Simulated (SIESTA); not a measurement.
The system is NiO.

```
Ni O
1.0
     0.00000    2.08590    2.08590
     2.08590    0.00000    2.08590
     2.08590    2.08590    0.00000
Ni O
1 1
Direct
  0.00000 0.00000 0.00000
  0.50000 0.50000 0.50000
```

Base run:

- Program: SIESTA 5.4.2
- Functional: PBE
- Potentials or basis: PseudoDojo 0.4 standard (PBE files)
- Basis: TZDP (energy shift 0.002 Ry)
- Grid cutoff: 800 Ry
- Energy shift: 0.002 Ry
- k mesh: 11 × 11 × 11
- Occupations: fermi-dirac, width 0.05 eV
- Spin: collinear spin, ferromagnetic start
- Starting moments: [1.0, 0.0] μB

Its results: band gap on the k mesh none (metal or under the smearing width); pressure 5.7 GPa; net moment 1.76 μB per cell; site moments Ni +1.46; O +0.30 μB.

**Question.** After a change of settings the same cell gave: band gap on the k mesh none (metal or under the smearing width); pressure 11.7 GPa; net moment 1.51 μB per cell; site moments Ni +1.25; O +0.26 μB. Which change was it?
A. basis from TZDP (energy shift 0.002 Ry) to DZDP (energy shift 0.002 Ry)
B. basis from TZDP (energy shift 0.002 Ry) to DZP (energy shift 0.002 Ry); k mesh from 11 × 11 × 11 to 8 × 8 × 8
C. basis from TZDP (energy shift 0.002 Ry) to SZP (energy shift 0.002 Ry)
D. functional from PBE to PBEGcGxHEG; basis from TZDP (energy shift 0.002 Ry) to DZP (energy shift 0.002 Ry)

**Answer.** C.

Caveats: the basis of atomic orbitals isn't converged, which shifts pressures, moduli and gaps; a cell with one magnetic atom can't hold antiferromagnetic order, which such compounds often take; semilocal functionals often make such compounds metallic where correlation or magnetic order opens a gap, which also shifts bond lengths; semicore shells carry a single zeta, which can move pressures by several GPa and volumes by a few percent (some runs); short orbitals over semicore shells can move pressures by several GPa (some runs).
